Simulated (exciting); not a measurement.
Runs of exciting (release sodium) on MgO. Symmetry: Fm-3m, No. 225, cubic system. The conventional cell has a = 4.194 Å, b = 4.194 Å, c = 4.194 Å, α = 90.00°, β = 90.00°, γ = 90.00°. Mg (site symmetry m-3m) has 6 O at 2.10 Å as nearest neighbours. O (site symmetry m-3m) has 6 Mg at 2.10 Å as nearest neighbours. The cell is a database's computed one.

```csv
task,level,k mesh,smearing,q or response mesh,epsengy,epspot,maxscl,outputlevel,rgkmax,mesh quality,gap on the mesh (eV)
band structure,PBE,11 × 11 × 11,fermi-dirac 0.05 eV,-,1e-05 Ha,1e-05 Ha,60,normal,7.5,not flagged,4.87
band structure,RPBE,11 × 11 × 11,fermi-dirac 0.05 eV,-,1e-05 Ha,1e-05 Ha,60,normal,7.5,not flagged,(b)
band structure,revPBE,11 × 11 × 11,fermi-dirac 0.05 eV,-,1e-05 Ha,1e-05 Ha,60,high,7.5,not flagged,4.96
band structure,LDA,11 × 11 × 11,fermi-dirac 0.05 eV,-,1e-05 Ha,1e-05 Ha,60,normal,7.5,not flagged,4.78
band structure,PBEsol,11 × 11 × 11,fermi-dirac 0.05 eV,-,1e-05 Ha,1e-05 Ha,60,normal,7.5,not flagged,(a)
```

Alike in all rows: potentials or basis all-electron LAPW+lo, shipped species files, valence relativity iora*; no spin polarisation; cell as given.

Q: Estimate the missing entries.

A: (a) 4.77; (b) 4.99.

A k mesh can miss the band edges.

Not every run made on this cell is shown here.
